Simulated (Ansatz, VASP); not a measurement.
## CdTe: VASP beside Ansatz

The input INCAR:

```
SYSTEM = CdTe
  PREC = Accurate
  ENCUT = 520
  EDIFF = 1E-8
  ISMEAR = -1
  SIGMA = 0.01
  LREAL = .False.
  LASPH = .True.
  NELM = 100
  ALGO = Normal
  ISIF = 2
  LWAVE = .False.
  LCHARG = .False.
  GGA = PS
  LEFG = .True.
  NBANDS = 16
```

KPOINTS

```
Automatic mesh
0
Gamma
  7 7 7
  0 0 0
```

POSCAR

```
CdTe
1.0
    0.0000000000      3.2600852847      3.2600852847
    3.2600852847      0.0000000000      3.2600852847
    3.2600852847      3.2600852847      0.0000000000
Cd Te
1 1
Direct
    0.0000000000      0.0000000000      0.0000000000
    0.7500000000      0.7500000000      0.7500000000
```

Input for Ansatz:

```yaml
crystal:
  lattice:
    - [0.0, 3.2600852847, 3.2600852847]
    - [3.2600852847, 0.0, 3.2600852847]
    - [3.2600852847, 3.2600852847, 0.0]
  atoms:
    - { symbol: Cd, position: [0.0, 0.0, 0.0] }
    - { symbol: Te, position: [0.75, 0.75, 0.75] }
kpoints:
  mp_grid: { grid: [7, 7, 7] }
scf:
  occupations: { method: fermi_dirac, width: 0.01 }
hamiltonian:
  xc: pbesol
  pseudopotentials: { kind: paw }
output:
  forces: true
  stress: true
  eigenvalues: true
  efg: { contact_densities: true }
```

Change from the starting cell: volume scaled by 0.98, PAW files.

Alike in both runs: task electric field gradients; functional PBEsol; k mesh 7 × 7 × 7; occupations fermi-dirac, width 0.01 eV; no spin polarisation.

```csv
,VASP,Ansatz
version,VASP 6.6.1,Ansatz 0.2.0
potentials or method,"VASP PAW PBE potentials, release 64 (Cd, Te)","PAW with Ansatz's default frozen-core files, scalar-relativistic"
plane-wave cutoff (eV),520,420
valence electrons in the cell,18,36
```

VASP gave:

- gap on the k mesh at the Fermi level (eV): 0.61
- pressure (GPa): -0.4
- Vzz of the field gradient on the site that differs most (V/Å²): 0.0

What did Ansatz give for the same quantities?

gap on the k mesh at the Fermi level (eV): 0.61; pressure (GPa): -0.6; Vzz of the field gradient on the site that differs most (V/Å²): 0.0.

The two sets of potentials don't hold the same shells in valence. Ansatz warned: «gradients_without_spin_orbit».

Caveats: the PAW data sets were made with another functional, which shifts forces and pressure a little (VASP); spin-orbit coupling is left out, which moves the levels of the heavy elements.
